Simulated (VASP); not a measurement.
Consider the following.

```yaml
crystal:
  lattice:
    - [0.00000, 3.06903, 3.06903]
    - [3.06903, 0.00000, 3.06903]
    - [3.06903, 3.06903, 0.00000]
  atoms:
    - { symbol: Li, position: [0.00000, 0.00000, 0.00000] }
    - { symbol: I, position: [0.50000, 0.50000, 0.50000] }
```

Calculation: PBE GGA, VASP's PBE PAW potentials (set 64) (plane waves; VASP). Numerical set-up: 520 eV cut-off, 8×8×8 Γ-centred mesh, Gaussian smearing of 0.050 eV, potentials Li_sv I.

Give the stress tensor in GPa (positive for a compressed cell).

```
-1.03   0.00   0.00
 0.00  -1.03   0.00
 0.00   0.00  -1.03
```
The pressure is its mean diagonal, -1.03 GPa.

The compound is LiI in the rock salt structure. This cell is one point of a volume scan, at 1.06 of the reference volume.
